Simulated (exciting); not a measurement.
# Sn (Immm) in exciting: reference runs

How does Sn come out in PBE? The cell is run as given, then over a range of volumes.

All numbers are computed with exciting (release sodium); they aren't measurements. Logs are shortened: lines on timing, memory, paths and dates and some standing lists are left out, and cuts for length are marked.

## Step 1: The structure

It takes space group Immm (No. 71, orthorhombic). Conventional cell: a = 3.453 Å, b = 3.551 Å, c = 4.677 Å, α = 90.00°, β = 90.00°, γ = 90.00°. Sn (site symmetry mmm) has 12 Sn at 3.41 to 3.55 Å as nearest neighbours.

This isn't the form of Sn at room conditions, which is tetragonal (white tin).

## Step 2: Single point, PBE

input.xml

```xml
<input>
  <title>Sn</title>
  <structure speciespath="./" tshift="false">
    <crystal scale="1">
      <basevect>-3.262685853485 3.355297551401 4.418825965710</basevect>
      <basevect>3.262685853485 -3.355297551401 4.418825965710</basevect>
      <basevect>3.262685853485 3.355297551401 -4.418825965710</basevect>
    </crystal>
    <species speciesfile="Sn.xml" rmt="2.3">
      <atom coord="0.000000000000 0.000000000000 0.000000000000"/>
    </species>
  </structure>
  <groundstate do="fromscratch" ngridk="11 11 11" rgkmax="9" gmaxvr="14" lmaxapw="10" lmaxmat="10" lmaxvr="8" xctype="GGA_PBE" stype="Fermi Dirac" swidth="0.00183747" nempty="8" ValenceRelativity="iora*" epsengy="1e-05" epspot="1e-05" maxscl="60" tforce="true" outputlevel="normal"/>
</input>
```

Potentials or basis: all-electron LAPW+lo, shipped species files, valence relativity iora*.

The run is started by

```sh
$ OMP_NUM_THREADS=1 exciting_smp
```

INFO.OUT:

```text
================================================================================
EXCITING SODIUM started
[... 10 lines left out ...]

 Lattice vectors (cartesian) :
     -3.2626858535      3.3552975514      4.4188259657
      3.2626858535     -3.3552975514      4.4188259657
      3.2626858535      3.3552975514     -4.4188259657

 Reciprocal lattice vectors (cartesian) :
     -0.0000000000      0.9363082127      0.7109564119
      0.9628854247     -0.0000000000      0.7109564119
      0.9628854247      0.9363082127     -0.0000000000

 Unit cell volume                           :     193.4965332626
 Brillouin zone volume                      :       1.2819362149

 Species :    1 (Sn)
     parameters loaded from                 :    Sn.xml
     name                                   :    tin
     nuclear charge                         :     -50.00000000
     electronic charge                      :      50.00000000
     atomic mass                            :  216395.09200000
     muffin-tin radius                      :       2.30000000
     # of radial points in muffin-tin       :     400

     atomic positions (lattice) :
       1 :   0.00000000  0.00000000  0.00000000

 Total number of atoms per unit cell        :       1

 Spin treatment                             :    spin-unpolarised

 Number of Bravais lattice symmetries       :       8
 Number of crystal symmetries               :       8

 k-point grid                               :      11   11   11
 Total number of k-points                   :     216
 k-point set is reduced with crystal symmetries

 R^MT_min * |G+k|_max (rgkmax)              :       9.00000000
 Species with R^MT_min                      :       1 (Sn)
 Maximum |G+k| for APW functions            :       3.91304348
 Maximum |G| for potential and density      :      14.00000000

 G-vector grid sizes                        :      30    30    30
 Total number of G-vectors                  :    8995

 Maximum angular momentum used for
     APW functions                          :      10
     computing H and O matrix elements      :      10
     potential and density                  :       8
     inner part of muffin-tin               :       2

 Total nuclear charge                       :     -50.00000000
 Total electronic charge                    :      50.00000000
 Total core charge                          :      30.00000000
 Total valence charge                       :      20.00000000

 Number of empty states                     :       8
 Total number of valence states             :      19

 Maximum Hamiltonian size                   :     223
 Maximum number of plane-waves              :     206
 Total number of local-orbitals             :      17

 Exchange-correlation type                  :      20
[... 23 lines left out ...]
+ SCF iteration number :    1                                                  +
++++++++++++++++++++++++++++++++++++++++++++++++++++++++++++++++++++++++++++++++
 Total energy                               :     -6177.55697026
 _______________________________________________________________
 Fermi energy                               :         0.25071802
 Kinetic energy                             :      6506.36860005
 Coulomb energy                             :    -12518.61197514
 Exchange energy                            :      -162.61399215
 Correlation energy                         :        -2.69960302

 DOS at Fermi energy (states/Ha/cell)       :        11.63470821

 Electron charges :
     core                                   :        30.00000000
     core leakage                           :         0.00039674
     valence                                :        20.00000000
     interstitial                           :         2.69009055
     charge in muffin-tin spheres :
                  atom     1    Sn          :        47.30990945
     total charge in muffin-tins            :        47.30990945
     total charge                           :        50.00000000
[... 350 lines left out ...]
 Electron charges :
     core                                   :        30.00000000
     core leakage                           :         0.00039216
     valence                                :        20.00000000
     interstitial                           :         2.67567384
     charge in muffin-tin spheres :
                  atom     1    Sn          :        47.32432616
     total charge in muffin-tins            :        47.32432616
     total charge                           :        50.00000000

 RMS change in effective potential (target) :  0.206930E-08  ( 0.100000E-04)
 Absolute change in total energy   (target) :  0.619430E-06  ( 0.100000E-04)
 Charge distance                   (target) :  0.330185E-09  ( 0.100000E-04)
 Abs. change in max-nonIBS-force   (target) :   0.00000      ( 0.500000E-04)

++++++++++++++++++++++++++++++++++++++++++++++++++++++++++++++++++++++++++++++++
| Convergency criteria checked for the last 2 iterations                       +
| Convergence targets achieved. Performing final SCF iteration                 +
++++++++++++++++++++++++++++++++++++++++++++++++++++++++++++++++++++++++++++++++
 Total energy                               :     -6179.08408045
 _______________________________________________________________
 Fermi energy                               :         0.24194878
 Kinetic energy                             :      6505.01356988
 Coulomb energy                             :    -12518.76132791
 Exchange energy                            :      -162.63652910
 Correlation energy                         :        -2.69979332

 DOS at Fermi energy (states/Ha/cell)       :        11.39896948

 Electron charges :
     core                                   :        30.00000000
     core leakage                           :         0.00039216
     valence                                :        20.00000000
     interstitial                           :         2.67567384
     charge in muffin-tin spheres :
                  atom     1    Sn          :        47.32432616
     total charge in muffin-tins            :        47.32432616
     total charge                           :        50.00000000

++++++++++++++++++++++++++++++++++++++++++++++++++++++++++++++++++++++++++++++++
+ Self-consistent loop stopped                                                 +
++++++++++++++++++++++++++++++++++++++++++++++++++++++++++++++++++++++++++++++++
 STATE.OUT is written

--------------------------------------------------------------------------------
- Writing atomic positions and forces                                          -
--------------------------------------------------------------------------------

 Atomic positions (lattice) :
 atom     1  Sn  :     0.00000000    0.00000000    0.00000000

 Total atomic forces including IBS (cartesian) :
 atom     1  Sn  :     0.00000000    0.00000000    0.00000000

 Atomic force components including IBS (cartesian) :
 atom     1  Sn  :     0.00000000    0.00000000    0.00000000   HF force
                 :     0.00000000    0.00000000    0.00000000   core correction
                 :     0.00000000    0.00000000    0.00000000   IBS correction

********************************************************************************
[... 7 lines left out ...]
| EXCITING SODIUM stopped                                                      =
================================================================================
```

WARNINGS.OUT:

```text
Inversion symmetry is present. Consider using input%groundstate%solver%type = "inversionsymmetry"
```

It took 2.2 min on 1 thread of Arm Neoverse V1, shared host; peak memory 0.11 GiB.

Results:

- Free energy: -168141.4471 eV
- Band gap on the k mesh: none (metal or under the smearing width)
- All electrons inside the program's atomic spheres: Sn 47.32 (radii Sn 2.3 bohr)

Levels at points of the mesh, in eV from the Fermi level:
```
           k point  band 6  band 7  band 8  band 9  band 10  band 11  band 12  band 13  band 14  band 15
(0.00, 0.00, 0.00)  -21.53  -21.50  -21.47  -10.76     7.02     7.17     7.57    10.61    11.11    11.62
```

Caveat: the log's total energy holds no entropy term; the free energy is that total less TS from the occupations.

## Step 3: Equation of state, PBE, 26.95 Å³/atom (volume scaled by 0.94)

input.xml

```xml
<input>
  <title>Sn</title>
  <structure speciespath="./" tshift="false">
    <crystal scale="1">
      <basevect>-3.196081739261 3.286802872013 4.328620532791</basevect>
      <basevect>3.196081739261 -3.286802872013 4.328620532791</basevect>
      <basevect>3.196081739261 3.286802872013 -4.328620532791</basevect>
    </crystal>
    <species speciesfile="Sn.xml" rmt="2.3">
      <atom coord="0.000000000000 0.000000000000 0.000000000000"/>
    </species>
  </structure>
  <groundstate do="fromscratch" ngridk="11 11 11" rgkmax="9" gmaxvr="14" lmaxapw="10" lmaxmat="10" lmaxvr="8" xctype="GGA_PBE" stype="Fermi Dirac" swidth="0.00183747" nempty="8" ValenceRelativity="iora*" epsengy="1e-05" epspot="1e-05" maxscl="60" outputlevel="normal"/>
</input>
```

Potentials or basis: all-electron LAPW+lo, shipped species files, valence relativity iora*.

The run is started by

```sh
$ OMP_NUM_THREADS=1 exciting_smp
```

INFO.OUT:

```text
================================================================================
EXCITING SODIUM started
[... 10 lines left out ...]

 Lattice vectors (cartesian) :
     -3.1960817393      3.2868028720      4.3286205328
      3.1960817393     -3.2868028720      4.3286205328
      3.1960817393      3.2868028720     -4.3286205328

 Reciprocal lattice vectors (cartesian) :
     -0.0000000000      0.9558202228      0.7257722477
      0.9829512853      0.0000000000      0.7257722477
      0.9829512853      0.9558202228      0.0000000000

 Unit cell volume                           :     181.8867412725
 Brillouin zone volume                      :       1.3637619307

 Species :    1 (Sn)
     parameters loaded from                 :    Sn.xml
[... 441 lines left out ...]
 Absolute change in total energy   (target) :  0.170305E-05  ( 0.100000E-04)
 Charge distance                   (target) :  0.156261E-08  ( 0.100000E-04)

++++++++++++++++++++++++++++++++++++++++++++++++++++++++++++++++++++++++++++++++
| Convergency criteria checked for the last 2 iterations                       +
| Convergence targets achieved. Performing final SCF iteration                 +
++++++++++++++++++++++++++++++++++++++++++++++++++++++++++++++++++++++++++++++++
 Total energy                               :     -6179.08390074
 _______________________________________________________________
 Fermi energy                               :         0.26619366
 Kinetic energy                             :      6505.07587701
 Coulomb energy                             :    -12518.80595698
 Exchange energy                            :      -162.65006695
 Correlation energy                         :        -2.70375383

 DOS at Fermi energy (states/Ha/cell)       :        12.69515846

 Electron charges :
     core                                   :        30.00000000
     core leakage                           :         0.00039291
     valence                                :        20.00000000
     interstitial                           :         2.65439982
     charge in muffin-tin spheres :
                  atom     1    Sn          :        47.34560018
     total charge in muffin-tins            :        47.34560018
     total charge                           :        50.00000000

++++++++++++++++++++++++++++++++++++++++++++++++++++++++++++++++++++++++++++++++
[... 12 lines left out ...]
| EXCITING SODIUM stopped                                                      =
================================================================================
```

WARNINGS.OUT:

```text
Inversion symmetry is present. Consider using input%groundstate%solver%type = "inversionsymmetry"
```

Wall time 2 min (1 thread of Arm Neoverse V1, shared host); peak memory 0.1 GiB.

Results:

| Property | Result |
| --- | --- |
| Free energy | -168141.4426 eV |
| Band gap on the k mesh | none (metal or under the smearing width) |
| All electrons inside the program's atomic spheres | Sn 47.35 (radii Sn 2.3 bohr) |

Caveat: the log's total energy holds no entropy term; the free energy is that total less TS from the occupations.

## Step 4: Equation of state, PBE, 27.53 Å³/atom (volume scaled by 0.96)

input.xml: that of step 3 with these lines changed.

```diff
@@ -4,5 +4,5 @@
     <crystal scale="1">
-      <basevect>-3.196081739261 3.286802872013 4.328620532791</basevect>
-      <basevect>3.196081739261 -3.286802872013 4.328620532791</basevect>
-      <basevect>3.196081739261 3.286802872013 -4.328620532791</basevect>
+      <basevect>-3.218590098568 3.309950133739 4.359104780351</basevect>
+      <basevect>3.218590098568 -3.309950133739 4.359104780351</basevect>
+      <basevect>3.218590098568 3.309950133739 -4.359104780351</basevect>
     </crystal>
```

The run is started by

```sh
$ OMP_NUM_THREADS=1 exciting_smp
```

Run time: 1.8 min. Hardware: 1 thread of Arm Neoverse V1, shared host; peak memory 0.1 GiB.

Results (log left out):

| Item | Value |
| --- | --- |
| Free energy | -168141.4480 eV |
| Band gap on the k mesh | none (metal or under the smearing width) |
| All electrons inside the program's atomic spheres | Sn 47.34 (radii Sn 2.3 bohr) |

Caveat: the log's total energy holds no entropy term; the free energy is that total less TS from the occupations.

## Step 5: Equation of state, PBE, 28.10 Å³/atom (volume scaled by 0.98)

input.xml: that of step 4 with these lines changed.

```diff
@@ -4,5 +4,5 @@
     <crystal scale="1">
-      <basevect>-3.218590098568 3.309950133739 4.359104780351</basevect>
-      <basevect>3.218590098568 -3.309950133739 4.359104780351</basevect>
-      <basevect>3.218590098568 3.309950133739 -4.359104780351</basevect>
+      <basevect>-3.240787973227 3.332778097323 4.389168522085</basevect>
+      <basevect>3.240787973227 -3.332778097323 4.389168522085</basevect>
+      <basevect>3.240787973227 3.332778097323 -4.389168522085</basevect>
     </crystal>
```

The run is started by

```sh
$ OMP_NUM_THREADS=1 exciting_smp
```

Wall time 1.8 min (1 thread of Arm Neoverse V1, shared host); peak memory 0.1 GiB.

It converged, with:

```yaml
Free_energy: -168141.4495 eV
Band_gap_on_the_k_mesh: none (metal or under the smearing width)
All_electrons_inside_the_program's_atomic_spheres: Sn 47.33 (radii Sn 2.3 bohr)
```

Caveat: the log's total energy holds no entropy term; the free energy is that total less TS from the occupations.

## Step 6: Equation of state, PBE, 28.67 Å³/atom

input.xml: that of step 5 with these lines changed.

```diff
@@ -4,5 +4,5 @@
     <crystal scale="1">
-      <basevect>-3.240787973227 3.332778097323 4.389168522085</basevect>
-      <basevect>3.240787973227 -3.332778097323 4.389168522085</basevect>
-      <basevect>3.240787973227 3.332778097323 -4.389168522085</basevect>
+      <basevect>-3.262685853485 3.355297551401 4.418825965710</basevect>
+      <basevect>3.262685853485 -3.355297551401 4.418825965710</basevect>
+      <basevect>3.262685853485 3.355297551401 -4.418825965710</basevect>
     </crystal>
```

Potentials or basis: all-electron LAPW+lo, shipped species files, valence relativity iora*.

The run is started by

```sh
$ OMP_NUM_THREADS=1 exciting_smp
```

Run time: 2.2 min. Hardware: 1 thread of Arm Neoverse V1, shared host; peak memory 0.11 GiB.

It converged, with:

- Free energy: -168141.4471 eV
- Band gap on the k mesh: none (metal or under the smearing width)
- All electrons inside the program's atomic spheres: Sn 47.32 (radii Sn 2.3 bohr)

Caveat: the log's total energy holds no entropy term; the free energy is that total less TS from the occupations.

## Step 7: Equation of state, PBE, 29.25 Å³/atom (volume scaled by 1.02)

input.xml: that of step 6 with these lines changed.

```diff
@@ -4,5 +4,5 @@
     <crystal scale="1">
-      <basevect>-3.262685853485 3.355297551401 4.418825965710</basevect>
-      <basevect>3.262685853485 -3.355297551401 4.418825965710</basevect>
-      <basevect>3.262685853485 3.355297551401 -4.418825965710</basevect>
+      <basevect>-3.284293674201 3.377518712588 4.448090566643</basevect>
+      <basevect>3.284293674201 -3.377518712588 4.448090566643</basevect>
+      <basevect>3.284293674201 3.377518712588 -4.448090566643</basevect>
     </crystal>
```

The run is started by

```sh
$ OMP_NUM_THREADS=1 exciting_smp
```

Run time: 2.2 min. Hardware: 1 thread of Arm Neoverse V1, shared host; peak memory 0.11 GiB.

The run converged. Its results:

```
Free energy                                       : -168141.4418 eV
Band gap on the k mesh                            : none (metal or under the smearing width)
All electrons inside the program's atomic spheres : Sn 47.32 (radii Sn 2.3 bohr)
```

Caveat: the log's total energy holds no entropy term; the free energy is that total less TS from the occupations.

## Step 8: Equation of state, PBE, 29.82 Å³/atom (volume scaled by 1.04)

input.xml: that of step 7 with these lines changed.

```diff
@@ -4,5 +4,5 @@
     <crystal scale="1">
-      <basevect>-3.284293674201 3.377518712588 4.448090566643</basevect>
-      <basevect>3.284293674201 -3.377518712588 4.448090566643</basevect>
-      <basevect>3.284293674201 3.377518712588 -4.448090566643</basevect>
+      <basevect>-3.305620854146 3.399451266864 4.476975080913</basevect>
+      <basevect>3.305620854146 -3.399451266864 4.476975080913</basevect>
+      <basevect>3.305620854146 3.399451266864 -4.476975080913</basevect>
     </crystal>
```

The run is started by

```sh
$ OMP_NUM_THREADS=1 exciting_smp
```

It took 2.3 min on 1 thread of Arm Neoverse V1, shared host; peak memory 0.11 GiB.

It converged, with:

```yaml
Free_energy: -168141.4337 eV
Band_gap_on_the_k_mesh: none (metal or under the smearing width)
All_electrons_inside_the_program's_atomic_spheres: Sn 47.31 (radii Sn 2.3 bohr)
```

Caveat: the log's total energy holds no entropy term; the free energy is that total less TS from the occupations.

## Step 9: Equation of state, PBE, 30.39 Å³/atom (volume scaled by 1.06)

input.xml: that of step 8 with these lines changed.

```diff
@@ -4,5 +4,5 @@
     <crystal scale="1">
-      <basevect>-3.305620854146 3.399451266864 4.476975080913</basevect>
-      <basevect>3.305620854146 -3.399451266864 4.476975080913</basevect>
-      <basevect>3.305620854146 3.399451266864 -4.476975080913</basevect>
+      <basevect>-3.326676331726 3.421104406425 4.505491614674</basevect>
+      <basevect>3.326676331726 -3.421104406425 4.505491614674</basevect>
+      <basevect>3.326676331726 3.421104406425 -4.505491614674</basevect>
     </crystal>
```

Potentials or basis: all-electron LAPW+lo, shipped species files, valence relativity iora*.

The run is started by

```sh
$ OMP_NUM_THREADS=1 exciting_smp
```

It took 2.2 min on 1 thread of Arm Neoverse V1, shared host; peak memory 0.11 GiB.

It converged, with:

```yaml
Free_energy: -168141.4234 eV
Band_gap_on_the_k_mesh: none (metal or under the smearing width)
All_electrons_inside_the_program's_atomic_spheres: Sn 47.31 (radii Sn 2.3 bohr)
```

Caveat: the log's total energy holds no entropy term; the free energy is that total less TS from the occupations.

## Step 10: Equation of state, PBE

This step only gathers the single runs of the series.

What came out:

```yaml
Equilibrium_volume: 28.01 Å³/atom
Bulk_modulus_at_fixed_shape_and_positions: 50 GPa
Pressure_derivative_of_the_bulk_modulus: "6.1 (rough: it moves with the points fitted)"
```

Energy against volume, from the lowest point:
| volume (Å³/atom) | energy (meV/atom) |
| --- | --- |
| 26.953 | 6.91 |
| 27.526 | 1.50 |
| 28.100 | 0.00 |
| 28.673 | 2.40 |
| 29.247 | 7.71 |
| 29.820 | 15.76 |
| 30.394 | 26.09 |

Caveat: the cell was scaled at fixed shape and fractional positions, which overstates the stiffness of a crystal with free parameters, most of all of layers and chains.
